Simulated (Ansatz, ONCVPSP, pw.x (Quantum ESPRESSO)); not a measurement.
**pw.x on diamond Si: one setting changed**

Potential: optimised norm-conserving Vanderbilt (ONCV), ONCVPSP 4.0.1.1 (patched build), PBEsol; core [Ne], reference 3s2; waves: 3s: rc 1.60 bohr, ncon 4, nbas 7, qcut 3.3 1/bohr, 2 projectors, debl 2.4 Ha; p scattering state at 0.25 Ha: rc 1.65 bohr, ncon 4, nbas 7, qcut 5.3 1/bohr, 2 projectors, debl 2.7 Ha; d scattering state at 0.4 Ha: rc 1.40 bohr, ncon 5, nbas 8, qcut 7.2 1/bohr, 2 projectors, debl 1.6 Ha; local part: polynomial inside 1.15 bohr (lpopt 5, dvloc0 2 Ha); core correction: none. In the p channel the program set the typed energies aside and used 0.050, 2.750 Ha.

The reference run (k-mesh 9³, cutoffs 95/380 Ry, Fermi–Dirac 0.01 Ry, mixing_beta 0.4, conv_thr 1e-9, no spin) gives -0.99 GPa at 20.005 Å³/atom, where all-electron LAPW gives 0.14 GPa. This run, with its own iteration cap, changes smearing to mp.

```
&control
  calculation='scf', prefix='x', pseudo_dir='./', outdir='./tmp', tstress=.true., disk_io='none'
/
&system
  ibrav=0, nat=2, ntyp=1, ecutwfc=95, ecutrho=380, nbnd=11,
  occupations='smearing', smearing='mp', degauss=0.01
/
&electrons
  conv_thr=1e-09, mixing_beta=0.4, electron_maxstep=50
/
ATOMIC_SPECIES
Si 1.0 Si.UPF
CELL_PARAMETERS angstrom
  0.00000000 2.71464380 2.71464380
  2.71464380 0.00000000 2.71464380
  2.71464380 2.71464380 0.00000000
ATOMIC_POSITIONS crystal
Si 0.0000 0.0000 0.0000
Si 0.2500 0.2500 0.2500
K_POINTS automatic
9 9 9 0 0 0
```

```bash
pw.x < Si.scf.in > Si.scf.out
```

How does the run end?

It converges in 8 iterations; the free energy moves by +0.5 meV/atom and the pressure by +0.02 GPa. The result is that of the reference run. This scheme is built to cancel the term in the square of the width that Fermi–Dirac smearing leaves in the F of a metal.

```
Message from routine setup:
     using ibrav=0 with symmetry is DISCOURAGED, use correct ibrav instead
     lattice parameter (alat)  =       7.2548  a.u.
     unit-cell volume          =     270.0009 (a.u.)^3
     number of electrons       =         8.00
     number of Kohn-Sham states=           11
     kinetic-energy cutoff     =      95.0000  Ry
     charge density cutoff     =     380.0000  Ry
     scf convergence threshold =      1.0E-09
     Exchange-correlation= PBESOL
     number of k points=    35  Methfessel-Paxton smearing, width (Ry)=  0.0100
     iteration #  1     ecut=    95.00 Ry     beta= 0.40
     total energy              =     -15.83261169 Ry
     estimated scf accuracy    <       0.34047929 Ry
     iteration #  2     ecut=    95.00 Ry     beta= 0.40
     total energy              =     -15.80215880 Ry
     estimated scf accuracy    <       0.09321130 Ry
     iteration #  3     ecut=    95.00 Ry     beta= 0.40
     total energy              =     -15.81068781 Ry
     estimated scf accuracy    <       0.00203919 Ry
     [... 2 iterations left out ...]
     iteration #  6     ecut=    95.00 Ry     beta= 0.40
     c_bands:  1 eigenvalues not converged
     total energy              =     -15.81079398 Ry
     estimated scf accuracy    <       0.00000073 Ry
     iteration #  7     ecut=    95.00 Ry     beta= 0.40
     total energy              =     -15.81079404 Ry
     estimated scf accuracy    <          4.4E-09 Ry
     iteration #  8     ecut=    95.00 Ry     beta= 0.40
     the Fermi energy is     6.3663 ev
!    total energy              =     -15.81079404 Ry
     estimated scf accuracy    <          1.4E-10 Ry
     smearing contrib. (-TS)   =       0.00000522 Ry
     The total energy is F=E-TS. E is the sum of the following terms:
     one-electron contribution =       4.68465173 Ry
     hartree contribution      =       1.08433286 Ry
     xc contribution           =      -4.77863586 Ry
     ewald contribution        =     -16.80114799 Ry
     convergence has been achieved in   8 iterations
          total   stress  (Ry/bohr**3)                   (kbar)     P=       -9.63
     Message from routine punch:
     Nothing written, as per user request (disk_io='none')
```

The run took about 46 s on one core of a shared host (Neoverse-N1, 64 threads, 124 GiB, load 55).
